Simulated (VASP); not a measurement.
# GaN (F-43m) in VASP: further runs, part 2 of 2

VASP 6.6.1. The steps go on from the part before.

## 3. Band structure, r2SCAN

Contents of INCAR:

```
ALGO = Normal ; EDIFF = 1E-6
ENCUT = 520 ; ISIF = 2
ISMEAR = 0 ; LASPH = T
LCHARG = F ; LMIXTAU = T
LREAL = F ; LWAVE = F
METAGGA = R2SCAN ; NBANDS = 16
NELM = 80 ; PREC = Accurate
SIGMA = 0.02
```

Contents of KPOINTS:

```
k-points
0
Gamma
  10 10 10
```

Contents of POSCAR:

```
GaN
1.0
    0.0000000000      2.2472400000      2.2472400000
    2.2472400000      0.0000000000      2.2472400000
    2.2472400000      2.2472400000      0.0000000000
Ga N
1 1
Direct
    0.0000000000      0.0000000000      0.0000000000
    0.2500000000      0.2500000000      0.2500000000
```

Contents of KPOINTS_OPT:

```
path GXWKGLUWLK,UX
15
line-mode
reciprocal
 0.0000000000  0.0000000000  0.0000000000  G
 0.5000000000  0.0000000000  0.5000000000  X

 0.5000000000  0.0000000000  0.5000000000  X
 0.5000000000  0.2500000000  0.7500000000  W

 0.5000000000  0.2500000000  0.7500000000  W
 0.3750000000  0.3750000000  0.7500000000  K

 0.3750000000  0.3750000000  0.7500000000  K
 0.0000000000  0.0000000000  0.0000000000  G

 0.0000000000  0.0000000000  0.0000000000  G
 0.5000000000  0.5000000000  0.5000000000  L

 0.5000000000  0.5000000000  0.5000000000  L
 0.6250000000  0.2500000000  0.6250000000  U

 0.6250000000  0.2500000000  0.6250000000  U
 0.5000000000  0.2500000000  0.7500000000  W

 0.5000000000  0.2500000000  0.7500000000  W
 0.5000000000  0.5000000000  0.5000000000  L

 0.5000000000  0.5000000000  0.5000000000  L
 0.3750000000  0.3750000000  0.7500000000  K

 0.6250000000  0.2500000000  0.6250000000  U
 0.5000000000  0.0000000000  0.5000000000  X
```

Potentials or basis: VASP PAW PBE potentials, release 64 (Ga_d, N).

Command:

```bash
> cat potpaw_PBE.64/Ga_d/POTCAR potpaw_PBE.64/N/POTCAR > POTCAR
> mpirun -np 1 vasp_std > vasp.out
```

OUTCAR:

```text
EDIFF = 1E-6
   ENCUT = 520
   ISIF = 2
   ISMEAR = 0
   LASPH = T
   LREAL = F
   METAGGA = R2SCAN
   NELM = 80
   PREC = Accurate

 ion  position               nearest neighbor table
   1  0.000  0.000  0.000-   2 1.95   2 1.95   2 1.95   2 1.95
   2  0.250  0.250  0.250-   1 1.95   1 1.95   1 1.95   1 1.95

  LATTYP: Found a face centered cubic cell.
 ALAT       =     4.4944800000

  Lattice vectors:

 A1 = (   0.0000000000,   2.2472400000,   2.2472400000)
 A2 = (   2.2472400000,   0.0000000000,   2.2472400000)
 A3 = (   2.2472400000,   2.2472400000,   0.0000000000)

Analysis of symmetry for initial positions (statically):
=====================================================================
 Subroutine PRICEL returns:
 Original cell was already a primitive cell.

 Routine SETGRP: Setting up the symmetry group for a
 face centered cubic supercell.

 Subroutine GETGRP returns: Found 24 space group operations
 (whereof 24 operations were pure point group operations)
 out of a pool of 48 trial point group operations.

The static configuration has the point symmetry T_d .

Analysis of symmetry for dynamics (positions and initial velocities):
=====================================================================
 Subroutine PRICEL returns:
 Original cell was already a primitive cell.

 Routine SETGRP: Setting up the symmetry group for a
 face centered cubic supercell.

 Subroutine GETGRP returns: Found 24 space group operations
 (whereof 24 operations were pure point group operations)
 out of a pool of 48 trial point group operations.

The dynamic configuration has the point symmetry T_d .

 Subroutine INISYM returns: Found 24 space group operations
 (whereof 24 operations are pure point group operations),
 and found     1 'primitive' translations

----------------------------------------------------------------------------------------

                                     Primitive cell

  volume of cell :      22.6975

  direct lattice vectors                    reciprocal lattice vectors
     0.000000000  2.247240000  2.247240000    -0.222495150  0.222495150  0.222495150
     2.247240000  0.000000000  2.247240000     0.222495150 -0.222495150  0.222495150
     2.247240000  2.247240000  0.000000000     0.222495150  0.222495150 -0.222495150

  length of vectors
     3.178077286  3.178077286  3.178077286     0.385372904  0.385372904  0.385372904

  position of ions in fractional coordinates (direct lattice)
     0.000000000  0.000000000  0.000000000
     0.250000000  0.250000000  0.250000000

  ion indices of the primitive-cell ions
   primitive index   ion index
                 1           1
                 2           2

----------------------------------------------------------------------------------------

 KPOINTS: k-points

Automatic generation of k-mesh.
 Grid dimensions read from file:
 generate k-points for:   10   10   10

 Generating k-lattice:

  Cartesian coordinates                     Fractional coordinates (reciprocal lattice)
    -0.022249515  0.022249515  0.022249515     0.100000000  0.000000000  0.000000000
     0.022249515 -0.022249515  0.022249515     0.000000000  0.100000000  0.000000000
     0.022249515  0.022249515 -0.022249515     0.000000000  0.000000000  0.100000000

  Length of vectors
     0.038537290  0.038537290  0.038537290

  Shift w.r.t. Gamma in fractional coordinates (k-lattice)
     0.000000000  0.000000000  0.000000000

 Subroutine IBZKPT returns following result:
 ===========================================

 Found     47 irreducible k-points:

 Following reciprocal coordinates:
            Coordinates               Weight
  0.000000  0.000000  0.000000      1.000000
  0.100000  0.000000  0.000000      8.000000
  0.200000  0.000000  0.000000      8.000000
  0.300000  0.000000  0.000000      8.000000
  0.400000  0.000000  0.000000      8.000000
  0.500000  0.000000  0.000000      4.000000
[... 16 lines left out ...]
  0.300000  0.300000  0.000000      6.000000
  0.400000  0.300000  0.000000     24.000000
 [... further k-points ...]
   k-points           NKPTS =     47   k-points in BZ     NKDIM =     47   number of bands    NBANDS=     16
   number of dos      NEDOS =    301   number of ions     NIONS =      2
   total plane-waves  NPLWV =  13824
   dimension x,y,z NGX =    24 NGY =   24 NGZ =   24
   dimension x,y,z NGXF=    48 NGYF=   48 NGZF=   48
   ions per type =               1   1
   NGX,Y,Z   is equivalent  to a cutoff of  12.55, 12.55, 12.55 a.u.
   NGXF,Y,Z  is equivalent  to a cutoff of  25.11, 25.11, 25.11 a.u.
 SYSTEM =  unknown system
   PREC   = accura    normal or accurate (medium, high low for compatibility)
   ISTART =      0    job   : 0-new  1-cont  2-samecut
   ICHARG =      2    charge: 1-file 2-atom 10-const
   ISPIN  =      1    spin polarized calculation?
   LNONCOLLINEAR =      F non collinear calculations
   LSORBIT =      F    spin-orbit coupling
   LASPH  =      T    aspherical Exc in radial PAW
   ENCUT  =  520.0 eV  38.22 Ry    6.18 a.u.   5.91  5.91  5.91*2*pi/ulx,y,z
   NELM   =     80;   NELMIN=  2; NELMDL= -5     # of ELM steps
   EDIFF  = 0.1E-05   stopping-criterion for ELM
   LREAL  =      F    real-space projection
   EDIFFG = 0.1E-04   stopping-criterion for IOM
   NSW    =      0    number of steps for IOM
   IBRION =     -1    ionic relax: 0-MD 1-quasi-New 2-CG
   NFREE  =      0    steps in history (QN), initial steepest desc. (CG)
   ISIF   =      2    stress and relaxation
   ISYM   =      2    0-nonsym 1-usesym 2-fastsym
   POTIM  = 0.5000    time-step for ionic-motion
   TEBEG  =    0.0;   TEEND  =   0.0 temperature during run
   PSTRESS=    0.0 pullay stress
   NELECT =      18.0000    total number of electrons
   NUPDOWN=      -1.0000    fix difference up-down
   EMIN   =  10.00;   EMAX   =-10.00  energy-range for DOS
   EFERMI =   0.00;   METHOD = LEGACY
   ISMEAR =     0;   SIGMA  =   0.02  broadening in eV -4-tet -1-fermi 0-gaus
   EFERMI_NEDOS =   21; number of points for ismear=-14 and -15
   IALGO  =     38    algorithm
   IMIX   =      4    mixing-type and parameters
     AMIX     =   0.40;   BMIX     =  1.00
     AMIX_MAG =   1.60;   BMIX_MAG =  1.00
  volume/ion in A,a.u.               =      11.35        76.59
  Fermi-wavevector in a.u.,A,eV,Ry     =   1.515326  2.863552 31.241893  2.296214
  Thomas-Fermi vector in A             =   2.624865
   LORBIT       =      0    0 simple, 1 ext, 2 COOP (PROOUT), +10 PAW based schemes
   METAGGA = R2SCAN    functional components
   LHFCALC =     F    Hartree Fock is set to
   AEXX    =    0.0000 exact exchange contribution
   IVDW    =     0    specifies the selected vdW correction
   LEPSILON=     F    determine dielectric tensor
   LRPA    =     F    only Hartree local field effects (RPA)
 non-spin polarized calculation
 Gauss-broadening in eV      SIGMA  =   0.02
  energy-cutoff  :      520.00
  volume of cell :       22.70
 maximum number of plane-waves:       620
   NGX = 11   NGY = 11   NGZ = 11

 number of electron      18.0000010 magnetization

 Free energy of the ion-electron system (eV)
  ---------------------------------------------------
  ext. energy  EPLUGINS =         0.00000000
  ---------------------------------------------------
  free energy    TOTEN  =       -21.89587856 eV

  energy without entropy =      -21.89587856  energy(sigma->0) =      -21.89587856

 E-fermi :   5.2716     XC(G=0): -12.6840

 val. band max:        5.1073449225   @ k =   0.0000   0.0000   0.0000
 cond. band min:       7.2823459174   @ k =   0.0000   0.0000   0.0000
 fundamental gap:      2.1750009949
 Fermi energy:         5.2716471344

 k-point     1 :       0.0000    0.0000    0.0000
  band No.  band energies     occupation
      1     -11.6954      2.00000
      2      -8.7296      2.00000
      3      -8.7296      2.00000
      4      -8.7295      2.00000
      5      -8.3698      2.00000
      6      -8.3698      2.00000
[... 8 lines left out ...]
     15      24.9003      0.00000
     16      24.9004      0.00000

 k-point     2 :       0.1000    0.0000    0.0000
  band No.  band energies     occupation
      1     -11.5829      2.00000
      2      -8.7150      2.00000
      3      -8.7150      2.00000
      4      -8.6896      2.00000
      5      -8.3711      2.00000
      6      -8.3710      2.00000
[... 8 lines left out ...]
     15      23.4765      0.00000
     16      23.5924      0.00000
[... 387 lines left out ...]
      5      -8.3168      2.00000
      6      -7.9749      2.00000
[... 8 lines left out ...]
     15      28.0097      0.00000
     16      28.7630      0.00000

 k-point    24 :       0.4000    0.3000    0.0000
  band No.  band energies     occupation
      1     -10.6242      2.00000
      2      -8.5739      2.00000
      3      -8.4885      2.00000
      4      -8.4853      2.00000
      5      -8.3066      2.00000
      6      -7.5534      2.00000
[... 8 lines left out ...]
     15      28.5083      0.00000
     16      28.6061      0.00000

 [... further k-points ...]
[... 5 lines left out ...]
  --------------------------------------------------------------------------------------
  -------------------------------------------------------------------------------------
  Total        0.2228529      0.2228529      0.2228529      0.0000000     -0.0000000      0.0000000
  in kB       15.7307887     15.7307887     15.7307887      0.0000000     -0.0000000      0.0000000
  external PRESSURE =      15.7307887 kB  Pullay stress =       0.0000000 kB

 VOLUME and BASIS-vectors are now :
 -----------------------------------------------------------------------------
  energy-cutoff  :      520.00
  volume of cell :       22.70
      direct lattice vectors                 reciprocal lattice vectors
     0.000000000  2.247240000  2.247240000    -0.222495150  0.222495150  0.222495150
     2.247240000  0.000000000  2.247240000     0.222495150 -0.222495150  0.222495150
     2.247240000  2.247240000  0.000000000     0.222495150  0.222495150 -0.222495150

 POSITION                                       TOTAL-FORCE (eV/Angst)
 -----------------------------------------------------------------------------------
      0.00000      0.00000      0.00000         0.000000     -0.000000      0.000000
      1.12362      1.12362      1.12362        -0.000000      0.000000     -0.000000
 -----------------------------------------------------------------------------------
    total drift:                                0.000008      0.000008      0.000008

  FREE ENERGIE OF THE ION-ELECTRON SYSTEM (eV)
  ---------------------------------------------------
  free  energy   TOTEN  =       -21.8958785647 eV

  energy  without entropy=      -21.8958785647  energy(sigma->0) =      -21.89587856
```

It took 90 s on 1 thread of Intel Xeon Platinum 8488C (Sapphire Rapids), shared host; peak memory 0.16 GiB.

What came out:

- Free energy: -21.8959 eV
- Pressure: 1.6 GPa
- Band gap on the k mesh: 2.17 eV, direct
- Band gap along the path: 2.17 eV, direct

Levels at the corners of the path, in eV from the valence-band top:
```tsv
point	band 7	band 8	band 9	band 10	band 11	band 12
Γ	0.00	0.00	0.00	2.17	11.06	11.06
X	-6.25	-2.81	-2.81	3.77	7.29	12.64
X	-6.25	-2.81	-2.81	3.77	7.29	12.64
W	-5.80	-3.83	-3.74	6.74	9.19	11.01
W	-5.80	-3.83	-3.74	6.74	9.19	11.01
K	-5.98	-4.39	-2.26	5.48	8.59	11.95
K	-5.98	-4.39	-2.26	5.48	8.59	11.95
Γ	0.00	0.00	0.00	2.17	11.06	11.06
Γ	0.00	0.00	0.00	2.17	11.06	11.06
L	-7.21	-1.01	-1.01	5.22	9.49	11.04
L	-7.21	-1.01	-1.01	5.22	9.49	11.04
U	-5.98	-4.39	-2.26	5.48	8.59	11.95
U	-5.98	-4.39	-2.26	5.48	8.59	11.95
W	-5.80	-3.83	-3.74	6.74	9.19	11.01
W	-5.80	-3.83	-3.74	6.74	9.19	11.01
L	-7.21	-1.01	-1.01	5.22	9.49	11.04
L	-7.21	-1.01	-1.01	5.22	9.49	11.04
K	-5.98	-4.39	-2.26	5.48	8.59	11.95
U	-5.98	-4.39	-2.26	5.48	8.59	11.95
X	-6.25	-2.81	-2.81	3.77	7.29	12.64
```

Caveat: the PAW data sets were made with another functional, which shifts forces and pressure a little.

## 4. Band structure, TB-mBJ

POSCAR is that of step 3.

Contents of INCAR.step1:

```
ALGO = Normal ; EDIFF = 1E-5
ENCUT = 520 ; GGA = PE
ISIF = 2 ; ISMEAR = 0
LASPH = T ; LCHARG = F
LREAL = F ; LWAVE = T
NBANDS = 16 ; NELM = 80
PREC = Accurate ; SIGMA = 0.02
```

Contents of INCAR.step2:

```
ALGO = Normal ; EDIFF = 1E-6
ENCUT = 520 ; ISIF = 2
ISMEAR = 0 ; ISTART = 1
LASPH = T ; LCHARG = F
LREAL = F ; LWAVE = F
METAGGA = MBJ ; NBANDS = 16
NELM = 80 ; PREC = Accurate
SIGMA = 0.02
```

KPOINTS is that of step 3.

KPOINTS_OPT is that of step 3.

Command:

```bash
> cat potpaw_PBE.64/Ga_d/POTCAR potpaw_PBE.64/N/POTCAR > POTCAR
> cp INCAR.step1 INCAR
> mpirun -np 1 vasp_std > vasp.out
> cp INCAR.step2 INCAR
> mpirun -np 1 vasp_std > vasp.out
```

It took 78 s on 1 thread of Intel Xeon Platinum 8488C (Sapphire Rapids), shared host; peak memory 0.16 GiB.

The run converged. Its results:

```
Band gap on the k mesh  : 2.92 eV, direct
Band gap along the path : 2.92 eV, direct
```

Levels at the corners of the path, in eV from the valence-band top:
```
point  band 5  band 6  band 7  band 8  band 9  band 10  band 11  band 12  band 13  band 14
    Γ  -12.82  -12.82    0.00    0.00    0.00     2.92    11.77    11.77    11.77    19.58
    X  -12.74  -11.62   -5.61   -2.56   -2.56     4.62     8.15    13.26    15.92    15.92
    X  -12.74  -11.62   -5.61   -2.56   -2.56     4.62     8.15    13.26    15.92    15.92
    W  -12.81  -11.38   -5.18   -3.44   -3.31     7.35     9.99    11.67    12.35    17.25
    W  -12.81  -11.38   -5.18   -3.44   -3.31     7.35     9.99    11.67    12.35    17.25
    K  -12.78  -11.47   -5.35   -3.92   -2.05     6.25     9.34    12.53    14.36    15.18
    K  -12.78  -11.47   -5.35   -3.92   -2.05     6.25     9.34    12.53    14.36    15.18
    Γ  -12.82  -12.82    0.00    0.00    0.00     2.92    11.77    11.77    11.77    19.58
    Γ  -12.82  -12.82    0.00    0.00    0.00     2.92    11.77    11.77    11.77    19.58
    L  -12.79  -11.93   -6.49   -0.92   -0.92     6.06    10.12    11.64    11.64    17.28
    L  -12.79  -11.93   -6.49   -0.92   -0.92     6.06    10.12    11.64    11.64    17.28
    U  -12.78  -11.47   -5.35   -3.92   -2.05     6.25     9.34    12.53    14.36    15.18
    U  -12.78  -11.47   -5.35   -3.92   -2.05     6.25     9.34    12.53    14.36    15.18
    W  -12.81  -11.38   -5.18   -3.44   -3.31     7.35     9.99    11.67    12.35    17.25
    W  -12.81  -11.38   -5.18   -3.44   -3.31     7.35     9.99    11.67    12.35    17.25
    L  -12.79  -11.93   -6.49   -0.92   -0.92     6.06    10.12    11.64    11.64    17.28
    L  -12.79  -11.93   -6.49   -0.92   -0.92     6.06    10.12    11.64    11.64    17.28
    K  -12.78  -11.47   -5.35   -3.92   -2.05     6.25     9.34    12.53    14.36    15.18
    U  -12.78  -11.47   -5.35   -3.92   -2.05     6.25     9.34    12.53    14.36    15.18
    X  -12.74  -11.62   -5.61   -2.56   -2.56     4.62     8.15    13.26    15.92    15.92
```

Caveat: the PAW data sets were made with another functional, which shifts forces and pressure a little.

## 5. Overview

```csv
level,gap on the mesh (eV)
PBEsol,1.74
r2SCAN,2.17
TB-mBJ,2.92
```

Alike in all rows: task band structure; potentials or basis VASP PAW PBE potentials, release 64 (Ga_d, N); no spin polarisation; cell as given; k mesh 10 × 10 × 10; cutoff (eV) 520; smearing gaussian 0.02 eV.

On the cell as given the gap runs from 1.74 eV (PBEsol) to 2.92 eV (TB-mBJ).

Caveats: the PAW data sets were made with another functional, which shifts forces and pressure a little.

Total energies depend on the potentials used, so only differences within one code and one set of settings carry meaning.

## 6. How close it comes

Step 2. A measured gap of GaN is 3.299 eV (direct; 0 K; a printed reference work, textbook); the calculated 1.74 eV misses it by -1.56 eV. Spin-orbit coupling on Ga is left out. The value is that of PBEsol, without temperature or zero-point motion. Semilocal functionals fall short of measured gaps as a rule. The cell is a database's relaxed one, not the measured one, which moves gaps too.

Step 3. A measured gap of GaN is 3.299 eV (direct; 0 K; a printed reference work, textbook); the calculated 2.17 eV misses it by -1.12 eV. Spin-orbit coupling on Ga is left out. The value is that of r2SCAN, without temperature or zero-point motion. The cell is a database's relaxed one, not the measured one, which moves gaps too.

Step 4. Measured gap of GaN: 3.299 eV (direct; 0 K; a printed reference work, textbook). This calculation gives 2.92 eV (-0.38 eV). Spin-orbit coupling on Ga is left out. The value is that of TB-mBJ, without temperature or zero-point motion. The cell is a database's relaxed one, not the measured one, which moves gaps too.
